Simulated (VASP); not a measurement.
GaN: band structure with PBE

**Experimental background.**

“Studying electronic properties in GaN without electrical contacts using γ-γ vs e−-γ Perturbed Angular Correlations”, 2019, pmc:6823545 quotes, for a bulk crystal of GaN: band gap 3.503 ± 0.005 eV (direct).

Crystal: GaN.

```xyz
4
Lattice="3.1802 0.0000 0.0000 -1.5901 2.7542 0.0000 0.0000 0.0000 5.1832" Properties=species:S:1:pos:R:3 pbc="T T T"
Ga    0.0000    1.8361    5.1793
Ga    1.5901    0.9181    2.5877
N     0.0000    1.8361    1.9476
N     1.5901    0.9181    4.5393
```

| Property | Result |
| --- | --- |
| Program | VASP 6.6.1 |
| Task | band structure |
| Functional | PBE |
| Potentials or basis | VASP PAW PBE potentials, release 64 (Ga_d, N) |
| Cutoff | 520 eV |
| k mesh | 6 × 6 × 3 |
| Occupations | gaussian, width 0.03 eV |
| Spin | no spin polarisation |
| Grid for exact exchange (PRECFOCK) | Fast |
| Further INCAR settings | ALGO = Normal; EDIFF = 1e-07 |

* Pressure: 6.6 GPa
* Band gap on the k mesh: 1.95 eV, direct
* Band gap along the path: 1.95 eV, direct

Stress tensor (GPa, compression positive):
```
6.61 0.00 0.00
0.00 6.61 0.00
0.00 0.00 6.52
```

Levels at points of the mesh, in eV from the valence-band top:
| k point | band 14 | band 15 | band 16 | band 17 | band 18 | band 19 | band 20 | band 21 | band 22 |
| --- | --- | --- | --- | --- | --- | --- | --- | --- | --- |
| (0.00, 0.00, 0.00) | -1.04 | -1.04 | -0.04 | 0.00 | 0.00 | 1.95 | 4.30 | 9.22 | 9.93 |
| (0.50, 0.00, 0.00) | -5.31 | -4.23 | -2.76 | -2.22 | -1.01 | 5.08 | 5.59 | 6.06 | 8.63 |

Wall time 9.2 s on 4 MPI ranks on Intel(R) Xeon(R) 6975P-C (Granite Rapids), on a shared host, peak memory 0.14 GiB a rank.

Measured gap of GaN: 3.503 eV (direct; quoted in “Studying electronic properties in GaN without electrical contacts using γ-γ vs e−-γ Perturbed Angular Correlations”, 2019, pmc:6823545). This calculation gives 1.95 eV (-1.55 eV). Spin-orbit coupling on Ga is left out. The value is that of PBE, without temperature or zero-point motion. Semilocal functionals fall short of measured gaps as a rule.
